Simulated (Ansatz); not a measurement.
## Calculated with Ansatz: In, settings compared

The input file (Ansatz 0.2.0, plane waves):

```yaml
crystal:
  lattice:
    - [-1.6059359, 1.6059359, 2.44203578]
    - [1.6059359, -1.6059359, 2.44203578]
    - [1.6059359, 1.6059359, -2.44203578]
  atoms:
    - { symbol: In, position: [0.0, 0.0, 0.0] }
  symmetry: { tolerance: 0.0003 }
kpoints:
  mp_grid: { grid: [8, 8, 8], shift: [0, 0, 0] }
magnetization:
  spin_polarized: false
scf:
  occupations: { method: fermi_dirac }
hamiltonian:
  pseudopotentials: { kind: paw }
  xc: r2scan
basis:
  ecutwfc: 500
output:
  forces: true
  stress: true
  eigenvalues: true
```

Run with:

```bash
ansatz run input.yaml --threads 1 --pin off --max-ram 2560MiB --backend cpu --events-out ev --progress --plain --runs-dir out
```

Origin of the cell: a database entry, scaled a little.

The smearing width isn't typed, so it takes its default of 0.1 eV.

Output of this run (shortened):

```
Pseudopotentials: kind: paw
Pseudopotential: In, paw, valence charge 13, recommended cutoff 500 eV (meta_gga), In.paw.azcp
Functional definition: r2SCAN
  exchange = r2scan_x(k0 = k0, k1 = k1, a1 = a1)
  correlation = r2scan_c
Crystal: 1 atoms, lattice volume = 25.192 Å³
Basis set: ecut = 500 eV, 641 PW (Γ), exchange–correlation on 100×100×100 points (64 copies of the dense FFT grid, shifted against one another)
Bands: 11, of which v1, the nominal top of the filled ones, is band 7 counted from 1 (6 counted from 0)
Symmetry: 16 space group operations
Space group: I4/mmm (ITA 139), of the structure as read, at distance tolerance 8.8e-4 Å
k-points: 59 of 512
[… 3 lines left out …]
Initial density: superposition of atomic densities (neutral atoms: chi_scale 0, normalization atom), corrected by the library's trained network
Functional: x = r2scan, c = r2scan; τ floored in thin density (d = 2e-4 eV/Å³)
SCF iter   1: F=—  HF=-5611.808329 eV  Δρ=8.13e-3  dr2=8.66e-3  dr2_τ=1.54e-3
SCF iter   2: F=—  HF=-5611.813038 eV  Δρ=3.65e-3  dr2=1.74e-3  dr2_τ=7.50e-5  defer=15
SCF iter   3: F=—  HF=-5611.812947 eV  Δρ=4.32e-4  dr2=2.39e-5  dr2_τ=9.95e-7  defer=15
SCF iter   4: F=—  HF=-5611.812960 eV  Δρ=5.15e-5  dr2=5.16e-7  dr2_τ=5.47e-8  defer=15
SCF iter   5: F=-5611.812960 eV  HF=-5611.812960 eV  Δρ=1.78e-5  dr2=3.81e-8  dr2_τ=2.81e-9  defer=15
SCF iter   6: F=-5611.812960 eV  HF=-5611.812960 eV  Δρ=2.65e-6  dr2=2.08e-9  dr2_τ=4.18e-11
SCF 1 converged in 6 iterations: F = -5611.812960 eV  dr2 = 2.08e-9
SCF converged after 6 iterations
Free energy (F): -5611.812960 eV
Harris-Foulkes:  -5611.812960 eV  (|F-HF|=3.28e-9)
Internal energy: -5611.800163 eV  (E = F + TS)
E sigma→0 (E₀):  -5611.806561 eV
Entropy (-TS):   -0.012797 eV (-12.797 meV/atom)
Fermi energy:    10.803854 eV
--- Per-component energies (eV) ---
  E_band       = -24.479965
  E_kinetic    = 241.770527
  E_local      = -1054.005890  (includes V_loc(G=0)·N_el)
  E_nonlocal   = 366.620135
  E_hartree    = 414.888561
  E_xc         = -201.728103
  E_vxc        = -107.933950  (∫ρ·V_xc dr)
  E_paw        = -4181.621983  (= ΣΔE_a)
  E_vpaw       = -308.358802  (= ΣTr[D̂ρ^β])
  E_aug_tail   = 0.000008  (compensation charges beyond the density's cutoff)
  E_vtau       = 7.651605  (kinetic-family band-sum trace: ∫τ·v_τ [+ j·A + Jᵃ·Aᵃ] dr)
  E_ewald      = -1198.688962
  E_core_change = 0.965546  (= ΣΔE_core)
  E_smearing   = -0.012797  (= −TS)
  Σ components = -5611.812960   (vs F -5611.812960, Δ=0.00e0)
--- Forces (eV/Å), atoms counted from 1 ---
  atom   1  In    -0.000000     0.000000     0.000000
  max |Σ_I F_I| component: 0.0 eV/Å
--- Stress (GPa, compression-positive) ---
        0.503015       0.000000       0.000000
        0.000000       0.503015      -0.000000
        0.000000       0.000000       4.589761
  P = ⅓ Tr σ = 1.8653 GPa (18.653 kbar)
```

The same input was run again with these changes:

1. `crystal.symmetry` { tolerance: 0.0003 } → { detect: false }; `scf.occupations.method` fermi_dirac → tetrahedron_uncorrected
2. `hamiltonian.dispersion` default → d4; `hamiltonian.xc` r2scan → pbesol; `basis.ecutwfc` 500 → "450 eV"
3. `scf.mixing.algorithm` default → broyden; `scf.mixing.beta` default → 0.05; `scf.mixing.ndim` default → 2
4. `crystal.lattice` scaled; `scf.max_iter` default → 60

```csv
run,end,SCF iterations,P (GPa),max force component (eV/Å),moment (μB),ΔE(σ→0) (meV/atom)
base,converged,6,1.87,0.000,–,0
1,converged,6,3.33,0.000,–,201.82
2,converged,6,-0.75,0.000,–,–
3,converged,20,1.87,0.000,–,0.00
4,converged,7,8008.66,0.000,–,–
```

Energies are compared only where functional, datasets, charge and starting cell are the same.

Not properties of the system: run 4 (a lattice far too small).

Caveats of the base run: no moments, though an odd count or open d shells may carry them; the k mesh is coarse if the cell is a metal.

The base run took 2.9 s on 1 thread of Arm Neoverse V1, on a shared host, peak memory 0.34 GiB, from the program's own first density.
